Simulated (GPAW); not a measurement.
Write an ASE script for GPAW 26.7.0 that does the following.

- Task: single point
- Functional: PBE
- Potentials or basis: JTH PAW 2.0, PBE
- Cutoff: 450 eV
- Basis: pw
- k mesh: 8 × 8 × 4
- Occupations: fermi-dirac, width 0.05 eV
- Spin: no spin polarisation
- Maxiter: 120
- Convergence: default
- Data set: Zr jth

The structure of Zr lies in POSCAR:

```
Zr
1.0
    3.2320000000      0.0000000000      0.0000000000
   -1.6160000000      2.7989941050      0.0000000000
    0.0000000000      0.0000000000      5.1470000000
Zr
2
Direct
    0.6666666667      0.3333333333      0.7500000000
    0.3333333333      0.6666666667      0.2500000000
```

The input as run:

run.py

```python
from ase.dft.bandgap import bandgap
from ase.io import read, write
from ase.units import GPa
from gpaw import GPAW, PW, setup_paths

setup_paths.insert(0, '.')

atoms = read('POSCAR')

calc = GPAW(mode=PW(450),
            xc='PBE',
            kpts={'size': (8, 8, 4), 'gamma': True},
            occupations={'name': 'fermi-dirac', 'width': 0.05},
            setups={'Zr': 'jth'},
            nbands=-12,
            maxiter=120,
            txt='gpaw.txt')
atoms.calc = calc
energy = atoms.get_potential_energy()
forces = atoms.get_forces()
stress = atoms.get_stress()
calc.write('gs.gpw')
write('result.traj', atoms)
print(f'Energy: {energy:.6f} eV')
print('Forces (eV/A):')
print(forces.round(4))
print('Stress (GPa):', (stress / GPa).round(3))
print('Fermi level:', round(calc.get_fermi_level(), 4), 'eV')
print(f'Gap: {bandgap(calc)[0]:.4f} eV, direct: {bandgap(calc, direct=True)[0]:.4f} eV')
```

Potentials or basis: JTH PAW 2.0, PBE, pw.

Command:

```bash
$ OMP_NUM_THREADS=1 python run.py
```

It gave:

```json
{
 "Pressure": "0.6 GPa",
 "Largest force": "0.003 eV/Å",
 "Band gap on the k mesh": "none (metal or under the smearing width)"
}
```

Caveat: the cutoff is short for stress and forces, so pressures can be off by a GPa or more; the program truncates these outside data sets.

Wall time 15 s on 1 thread of Intel(R) Xeon(R) Platinum 8259CL CPU @ 2.50GHz (Skylake/Cascade Lake), on a shared host, peak memory 0.15 GiB.
